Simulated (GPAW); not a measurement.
Runs of GPAW 26.7.0 on ZnS (Wurtzite-2H). Symmetry: P6_3mc, No. 186, hexagonal system. Conventional cell: a = 3.811 Å, b = 3.811 Å, c = 6.234 Å, α = 90.00°, β = 90.00°, γ = 120.00°. Around Zn (site symmetry 3m) lie 4 S at 2.31 to 2.40 Å. S (site symmetry 3m) has 4 Zn at 2.31 to 2.40 Å as nearest neighbours. 

| task | level | potentials or basis | cell | k mesh | band path | band points | optimizer | fmax | max steps | gap on the mesh (eV) | pressure (GPa) | relaxed volume (Å³/atom) | largest force (eV/Å) |
| --- | --- | --- | --- | --- | --- | --- | --- | --- | --- | --- | --- | --- | --- |
| band structure | vdW-DF | GPAW PAW data sets (gpaw-data 1.2.1), pw | as given | 6 × 6 × 3 | GMKGALHA,LM,KH | 80 | - | - | - | (a) | - | - | 0.36 |
| single point | PBE | GPAW PAW data sets (gpaw-data 1.2.1), pw | atoms moved at random, drawn with an rms of 0.05 Å | 8 × 8 × 5 | - | - | - | - | - | 2.19 | 2.5 | - | 0.67 |
| relaxation of cell and atoms | AM05 | PAW data sets generated in the run's folder for this functional, pw | relaxed | 6 × 6 × 3 | - | - | LBFGS | 0.01 eV/Å | 100 | (c) | 0.0 | 19.39 | 0.01 |
| relaxation of cell and atoms | r2SCAN | GPAW PAW data sets (gpaw-data 1.2.1), pw | relaxed | 6 × 6 × 3 | - | - | BFGS | 0.02 eV/Å | 40 | 2.82 | 0.1 | 19.45 | 0.01 |
| band structure | r4SCAN | GPAW PAW data sets (gpaw-data 1.2.1), pw | as given | 6 × 6 × 3 | GMKGALHA,LM,KH | 80 | - | - | - | (b) | -0.9 | - | 0.33 |

Alike in all rows: no spin polarisation; cutoff (eV) 600; smearing fermi-dirac 0.05 eV.

Fill in the values left out.

(a) 2.45; (b) 2.75; (c) 2.24.

Caveats: the PAW data sets were made with another functional, which shifts forces and pressure a little (some runs); later steps reuse the first step's grids (some runs).

